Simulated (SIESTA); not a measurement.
Crystal: VO2.

```
CELL_PARAMETERS angstrom
4.50720 0.00000 0.00000
0.00000 4.50720 0.00000
0.00000 0.00000 3.04445
ATOMIC_POSITIONS crystal
V 0.50000 0.50000 0.50000
V 0.00000 0.00000 0.00000
O 0.20036 0.79964 0.50000
O 0.79964 0.20036 0.50000
O 0.70036 0.70036 0.00000
O 0.29964 0.29964 0.00000
```

The cell is a database's computed one.

Base run:

| Quantity | Value |
| --- | --- |
| Program | SIESTA 5.4.2 |
| Functional | PBE |
| Potentials or basis | PseudoDojo 0.4 standard (PBE files) |
| Basis | TZDP (energy shift 0.003 Ry; two zetas on semicore shells) |
| Grid cutoff | 800 Ry |
| Energy shift | 0.003 Ry |
| k mesh | 4 × 4 × 6 |
| Occupations | fermi-dirac, width 0.05 eV |
| Spin | collinear spin, ferromagnetic start |
| Starting moments | [2.0, 2.0, 0.0, 0.0, 0.0, 0.0] μB |

Its results: band gap on the k mesh none (metal or under the smearing width); pressure -6.8 GPa; net moment 2.00 μB per cell; site moments V +1.18; O -0.09 μB; largest force 0.264 eV/Å.

Q: The run is repeated on the same cell with these changes: basis from TZDP (energy shift 0.003 Ry; two zetas on semicore shells) to DZ (energy shift 0.01 Ry); energy shift from 0.003 Ry to 0.01 Ry. What comes out?

A: Band gap on the k mesh none (metal or under the smearing width); pressure -12.9 GPa; net moment 2.00 μB per cell; site moments V +1.24; O -0.12 μB; largest force 0.338 eV/Å.

Caveats: the basis of atomic orbitals isn't converged, which shifts pressures, moduli and gaps; semilocal functionals often make such compounds metallic where correlation or magnetic order opens a gap, which also shifts bond lengths; the basis has no polarisation orbitals (some runs); semicore shells carry a single zeta, which can move pressures by several GPa and volumes by a few percent (some runs).
